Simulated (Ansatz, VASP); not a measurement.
# BP: VASP beside Ansatz

INCAR

```
ALGO = Normal ; EDIFF = 1E-6
ENCUT = 520 ; GGA = PE
ISIF = 2 ; ISMEAR = 0
LASPH = True ; LCHARG = False
LREAL = False ; LWAVE = False
NBANDS = 11 ; NELM = 80
PREC = Accurate ; SIGMA = 0.02
```

Contents of KPOINTS:

```
k-points
0
Gamma
  10 10 10
```

The input POSCAR:

```
BP
1.0
    0.0000000000      2.2277277175      2.2277277175
    2.2277277175      0.0000000000      2.2277277175
    2.2277277175      2.2277277175      0.0000000000
B P
1 1
Direct
    0.0000000000      0.0000000000      0.0000000000
    0.2500000000      0.2500000000      0.2500000000
```

Input for Ansatz:

```yaml
crystal:
  lattice:
    - [0.0, 2.2277277175, 2.2277277175]
    - [2.2277277175, 0.0, 2.2277277175]
    - [2.2277277175, 2.2277277175, 0.0]
  atoms:
    - { symbol: B, position: [0.0, 0.0, 0.0] }
    - { symbol: P, position: [0.25, 0.25, 0.25] }
basis:
  ecutwfc: 420
kpoints:
  mp_grid: { grid: [10, 10, 10] }
hamiltonian:
  xc: pbe
scf:
  occupations: { method: gaussian, width: 0.02 }
output:
  forces: true
  stress: true
  eigenvalues: true
```

Alike in both runs: task single point; functional PBE; k mesh 10 × 10 × 10; occupations gaussian, width 0.02 eV; no spin polarisation.

|  | VASP | Ansatz |
| --- | --- | --- |
| version | VASP 6.6.1 | Ansatz 0.2.0 |
| potentials or method | VASP PAW PBE potentials, release 64 (B, P) | scalar-relativistic, plane waves, PAW |
| plane-wave cutoff (eV) | 520 | 420 |
| valence electrons in the cell | 8 | 8 |

```csv
,VASP,Ansatz,Ansatz less VASP
gap on the k mesh at the Fermi level (eV),1.16,1.17,+0.004
least direct gap on the mesh (eV),3.49,3.49,+0.004
pressure (GPa),11.0,11.3,+0.30
```

A k mesh can miss the band edges.
